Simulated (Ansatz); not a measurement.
## SbPt under several functionals and dispersion corrections (calculated)

Starting cell:

```cif
data_structure
_symmetry_space_group_name_H-M 'P6_3/mmc'
_symmetry_Int_Tables_number 194
_cell_length_a 4.1079
_cell_length_b 4.1079
_cell_length_c 5.5311
_cell_angle_alpha 90.000
_cell_angle_beta 90.000
_cell_angle_gamma 120.000
_cell_volume 80.83
loop_
_atom_site_label
_atom_site_type_symbol
_atom_site_symmetry_multiplicity
_atom_site_Wyckoff_symbol
_atom_site_fract_x
_atom_site_fract_y
_atom_site_fract_z
_atom_site_occupancy
Sb1 Sb 2 c 0.33333 0.66667 0.25000 1
Pt1 Pt 2 a 0.00000 0.00000 0.00000 1
```

Ansatz, plane waves and PAW, scalar-relativistic (no spin–orbit coupling), 6×6×4 k-mesh. No spin polarisation. In the setting of the table the starting cell (space group P6_3/mmc) has 4.108 × 4.108 × 5.531 Å, angles 90.0 / 90.0 / 120.0°. Each functional was followed to zero pressure with shape and atoms relaxed, then fitted over four more volumes within ±4 % of it.

(1) Order the functionals by equilibrium volume, smallest first.
A. r2SCAN + rVV10
B. mr2SCAN
C. LDA

(2) What are the cells and stiffnesses?

Answers

(1) C (20.16 Å³/atom), A (20.63 Å³/atom), B (20.88 Å³/atom).

(2) 
```csv
functional,V0 (Å³/atom),cell,B0 (GPa),B′ from the pressures,gap on the mesh,cutoff (eV)
LDA,20.16,"4.115 × 4.115 × 5.498 Å, angles 90.0 / 90.0 / 120.0°",154,5.4,zero (metallic on this mesh),420
r2SCAN + rVV10,20.63,"4.140 × 4.140 × 5.564 Å, angles 90.0 / 90.0 / 120.0°",149,5.2,zero (metallic on this mesh),500
mr2SCAN,20.88,"4.156 × 4.156 × 5.583 Å, angles 90.0 / 90.0 / 120.0°",142,5.4,zero (metallic on this mesh),500
```

The volumes span 3.6 %, from LDA to mr2SCAN, and the stiffness falls as the cell grows. Of 5 runs of this kind 2 are left out: 2 are in doubt (a loose fit, a gap or moment that comes and goes along the fit, no cell at zero pressure, a state that may not be the lowest or a known fault).

Points behind the fit for mr2SCAN:

```
V (Å³/atom)  E − Emin (meV/atom)  P (GPa)
     20.040                16.22     6.48
     20.457                 3.91     3.05
     20.875                 0.00     0.01
     21.292                 3.53    -2.65
     21.710                13.54    -4.99
```

All three functionals describe PtSb as a fairly stiff metal, as expected for a NiAs-type compound in which Pt d and Sb p states mix into broad bands and Pt atoms also approach one another along c. LDA gives the smallest and stiffest cell, in line with its usual overbinding. Going from LDA to either meta-GGA stretches c proportionally more than a, which suggests that the contacts along the Pt chains are more sensitive to the functional than the in-plane spacing.

The softening with volume follows from the weaker restoring forces of longer bonds, but volume isn't the whole story. With B′ above 5, expanding the LDA cell to the mr2SCAN volume would lower its modulus well below 142 GPa, so at equal volume the meta-GGAs are the stiffer description. The smaller cell from r2SCAN + rVV10 compared with mr2SCAN may reflect the added dispersion attraction or the different semilocal part. The ordering by volume doesn't by itself show which functional is most accurate.
